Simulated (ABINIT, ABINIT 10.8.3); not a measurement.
# Lattice constants of hexagonal Li2Pt with PBEsol: an axial ratio sensitive to the k mesh

## What was measured

Li2Pt is an air-sensitive intermetallic that crystallises in a hexagonal AlB2-type structure, with platinum on the aluminium site and lithium in honeycomb layers. The reference lattice constants come from "Single crystal growth from light, volatile, and reactive materials using lithium and calcium flux" (2014, arXiv:1402.6004). There, dendrites grown from lithium flux were ground, and a and c were obtained from powder X-ray diffraction by a LeBail refinement. Such a refinement fits the cell to the peak positions without a structural model for the intensities, so it tests the lattice constants but not the site occupations. Our starting cell, a separate diffraction structure, is shorter than these values by 0.003 Å in a and 0.002 Å in c, a difference that is negligible for this comparison.

| compared with | measured | source's wording or label | method |
| --- | --- | --- | --- |
| a (Å) | 4.189 | a | powder XRD, LeBail refinement |
| c (Å) | 2.663 | c | powder XRD, LeBail refinement |

## Approach

We want a and c of Li2Pt from a full relaxation of the three-atom cell in P6/mmm. All atoms sit on positions fixed by symmetry, so only the two lattice constants are free.

We count the calculation as successful if a and c each agree with experiment within 0.5 %. That is about the usual error of a good semilocal functional for a metal, and it is small enough to expose the larger errors that less suitable functionals often make. The calculated cell is static, whereas the measured one contains zero-point and thermal expansion. For a lithium-rich solid this may amount to several tenths of a per cent or more in length, so a sound static result should lie somewhat below the measurement.

We start with PBEsol, which was designed for equilibrium structures of solids. LDA is no cheaper in any way that matters for three atoms and usually gives metals that are too compact; BLYP describes metallic bonding poorly and tends to expand them. We first secure the PBEsol result against basis and k mesh, then test the potentials and set one neighbouring functional beside it.

System: Li2Pt, hexagonal; P6/mmm (No. 191), 3 atoms in the primitive cell; the database structure is a diffraction structure: a = 4.186 Å, c = 2.661 Å.

## 1. PBEsol with tighter cutoff and mesh

We relax the cell with PBEsol and PAW datasets, and repeat the relaxation once with a higher cutoff and once with a denser k mesh. Changing one setting at a time shows which of them, if either, moves the cell. The short c axis, along which the platinum atoms form chains, deserves as much attention as a. We expect both lattice constants slightly below experiment and only small shifts between the three runs.

**Run 1.** ABINIT 10.8.3: PBEsol, JTH PAW datasets, cell and atoms relaxed from the database structure, cutoff 20 Ha, 9x9x10 k mesh, Gaussian smearing 0.1 eV; PBE datasets.

Key lines of the input:
```
# potential files: JTH PAW datasets, made for PBE
ecut 20
pawecutdg 40
ecutsm 0.5
dilatmx 1.06
optcell 2
ionmov 2
ntime 50
ixc -116133
ngkpt 9 9 10
shiftk 0.0 0.0 0.0
occopt 7
tsmear 0.1 eV
nband 14
nstep 80
tolvrs 1.0d-10
pseudos "Li.xml, Pt.xml"
ntypat 2
znucl 3 78
natom 3
typat 1 1 2
# ... acell, rprim, xred
```

Command:
```
OMP_NUM_THREADS=1 mpirun -n 8 abinit run.abi > run.log
```

Selected lines of the output:
```
            acell      7.7801988934E+00  7.7801988931E+00  5.0637834585E+00 Bohr
```

Converged; 75 s on 8 cores of Intel Xeon at 2.70GHz, shared host.

**Run 2.** ABINIT 10.8.3: PBEsol, JTH PAW datasets, cell and atoms relaxed from the database structure, cutoff 26 Ha, 9x9x10 k mesh, Gaussian smearing 0.1 eV; PBE datasets.

Key lines of the input, as changed from run 1:
```diff
- ecut 20
- pawecutdg 40
+ ecut 26
+ pawecutdg 52
```

Command:
```
OMP_NUM_THREADS=1 mpirun -n 4 abinit run.abi > run.log
```

Selected lines of the output:
```
            acell      7.7785593879E+00  7.7785593876E+00  5.0633471129E+00 Bohr
```

Converged; 2 min on 4 cores of Arm Neoverse V2, shared host.

**Run 3.** ABINIT 10.8.3: PBEsol, JTH PAW datasets, cell and atoms relaxed from the database structure, cutoff 20 Ha, 12x12x14 k mesh, Gaussian smearing 0.1 eV; PBE datasets.

Key lines of the input, as changed from run 1:
```diff
- ngkpt 9 9 10
+ ngkpt 12 12 14
```

Selected lines of the output:
```
            acell      7.8829441166E+00  7.8829441162E+00  4.9885661490E+00 Bohr
```

Converged; wall time 3 min.

| quantity | run 1 | run 2 | run 3 | measured |
| --- | --- | --- | --- | --- |
| a (Å) | 4.117 | 4.116 | 4.171 | 4.189 |
| c (Å) | 2.680 | 2.679 | 2.640 | 2.663 |
| conventional cell volume (Å³) | 39.34 | 39.32 | 39.78 |  |
| final pressure (GPa) | 0.00206 | 0.00085 | −0.00417 |  |

The cutoff barely matters here: raising it moves neither a nor c by more than about 0.001 Å at the same k mesh. The mesh matters a great deal. Going to the denser one lengthens a by 0.054 Å and shortens c by 0.040 Å, while the volume grows by only about 1 %. The change is thus mostly one of axial ratio, and we had expected nothing of this size. Incomplete sampling of the Fermi surface is a plausible cause, though the bands are not examined here.

On the coarser mesh a is 1.7 % too short and c 0.6 % too long, so both miss the target. On the denser mesh a is 0.4 % short and meets it, while c is 0.9 % short and misses. We take the denser mesh as our better PBEsol result, but a step that moves the axes by more than the target gives no assurance that the next one would leave them in place. A still denser mesh is not examined here. The hit in a is therefore as provisional as the miss in c.

## 2. Other potentials and LDA for scale

Before the short c axis is put down to PBEsol, we repeat the relaxation with norm-conserving potentials. This run uses a coarser k mesh, so it changes two things at once: agreement would not prove the PAW cell right, and a difference could not be assigned to the potentials alone.

Beside it we set LDA on the mesh of the first PBEsol run. The comparison at equal mesh gives the scale of a change of functional, which we expect to appear mainly as a smaller volume. It may also show whether the long c and short a of that mesh recur with another functional. Neither run can replace the denser PBEsol calculation as the basis for judging the lattice constants.

**Run 4.** ABINIT 10.8.3: PBEsol, PseudoDojo norm-conserving potentials, cell and atoms relaxed from the database structure, cutoff 42 Ha, 6x6x8 k mesh, Gaussian smearing 0.1 eV.

Key lines of the input:
```
# potential files: PseudoDojo norm-conserving potentials, made for PBEsol
ecut 42
ecutsm 0.5
dilatmx 1.06
optcell 2
ionmov 2
ntime 50
ngkpt 6 6 8
shiftk 0.0 0.0 0.0
occopt 7
tsmear 0.1 eV
nband 19
nstep 80
tolvrs 1.0d-10
pseudos "Li.upf, Pt.upf"
ntypat 2
znucl 3 78
natom 3
typat 1 1 2
# ... acell, rprim, xred
```

Selected lines of the output:
```
            acell      7.7955791165E+00  7.7955791161E+00  5.0355805219E+00 Bohr
```

Converged; wall time 1.9 min.

**Run 5.** ABINIT 10.8.3: LDA, JTH PAW datasets, cell and atoms relaxed from the database structure, cutoff 20 Ha, 9x9x10 k mesh, Gaussian smearing 0.1 eV.

Key lines of the input, as changed from run 1:
```diff
- # potential files: JTH PAW datasets, made for PBE
+ # potential files: JTH PAW datasets, made for LDA
- ixc -116133
```

Selected lines of the output:
```
            acell      7.6414433392E+00  7.6414433389E+00  5.0209561352E+00 Bohr
```

Converged; 79 s on 8 cores of Intel Xeon at 2.70GHz, shared host.

| quantity | run 4 | run 5 | measured |
| --- | --- | --- | --- |
| a (Å) | 4.125 | 4.044 | 4.189 |
| c (Å) | 2.665 | 2.657 | 2.663 |
| conventional cell volume (Å³) | 39.27 | 37.62 |  |
| final pressure (GPa) | 0.00016 | −0.00073 |  |

With the norm-conserving potentials a comes out 1.5 % short, while c lies within 0.1 % of experiment. We give that close c no weight: the mesh is coarser than the one already seen to leave the axial ratio unsettled, and a misses clearly in the same run. The volume is within 0.2 % of the PAW value on the 9×9×10 mesh. This gives no sign of a large disagreement between the potentials, but with the mesh changed as well it does not establish that they agree. The short c of the densest PBEsol run therefore remains unexplained.

At equal mesh LDA gives a volume 4.4 % below that of PBEsol, the contraction we expected. Most of it falls on a, which is 0.073 Å shorter than with PBEsol, against 0.023 Å for c. LDA thus misses a by 3.5 %, while its c is only 0.2 % short. Its axial ratio is also too large, as it is for PBEsol on that mesh. A shared sampling error may contribute, but LDA was not repeated on a denser mesh, so we cannot separate it from the error of the functional. The good c is again no evidence for a good cell.

## All runs against the measurement

| run | settings | a (Å) | deviation | c (Å) | deviation | cost |
| --- | --- | --- | --- | --- | --- | --- |
| 1 | PBEsol, JTH PAW datasets, cutoff 20 Ha, 9x9x10 k mesh, PBE datasets | 4.117 | −0.072 (−1.7 %) | 2.680 | +0.017 (+0.6 %) | 10 core-min |
| 2 | PBEsol, cutoff 26 Ha, PBE datasets | 4.116 | −0.073 (−1.7 %) | 2.679 | +0.016 (+0.6 %) | 7.9 core-min |
| 3 | PBEsol, 12x12x14 mesh, PBE datasets | 4.171 | −0.018 (−0.4 %) | 2.640 | −0.023 (−0.9 %) | 12 core-min |
| 4 | PBEsol, PseudoDojo, cutoff 42 Ha, 6x6x8 mesh | 4.125 | −0.064 (−1.5 %) | 2.665 | +0.002 (+0.1 %) | 7.5 core-min |
| 5 | LDA, JTH PAW datasets, cutoff 20 Ha, 9x9x10 k mesh | 4.044 | −0.145 (−3.5 %) | 2.657 | −0.006 (−0.2 %) | 11 core-min |
|  | measured | 4.189 |  | 2.663 |  |  |

## Conclusion

The calculation does not meet the target as a whole. Our best level, PBEsol with PAW datasets on the 12×12×14 mesh, gives a 0.4 % short, a narrow pass, and c 0.9 % short, a miss. It cost 12 core-minutes. Both results are provisional, because the axial ratio is not shown to be converged with the k mesh.

The mesh test was the decisive step. It moved a by 0.054 Å and c by 0.040 Å in opposite directions, more than the deviations that now remain. Raising the cutoff hardly changed the cell, though this was tested only on the coarser mesh. The norm-conserving run did little to resolve the miss in c, since its mesh was coarser still. LDA showed the scale of a change of functional: at equal mesh its volume is 4.4 % smaller than that of PBEsol. The close values of c from these last two runs carry no weight, as a is clearly wrong in both.

Part of the remaining shortfall is to be expected, because the calculated cell is static. Zero-point and thermal expansion, which we put at several tenths of a per cent or more in length, should enlarge the cell as a whole. It could account for much of the deviation in a and for part of that in c. We did not calculate it, and its share along each axis is unknown. The sampling error left on the densest mesh could be of similar size, with unknown sign.

We therefore cannot say how much of the miss in c belongs to PBEsol itself. The next step would be the same PBEsol relaxation on still denser meshes, until the axial ratio stops moving.

[Logs are printed without paths, hosts, clocks, repeated set-up lines and the standing remarks that a program may print on its own settings, such as how far it seeks lower states.]

[The runs shown are a pick from a larger set of finished runs; failed, doubtful and other runs were left out of it ahead of writing. So were measured values far from every level or from commonly accepted values, and agreement can look better than it is. Lines of input and output are excerpts and may be shortened.]
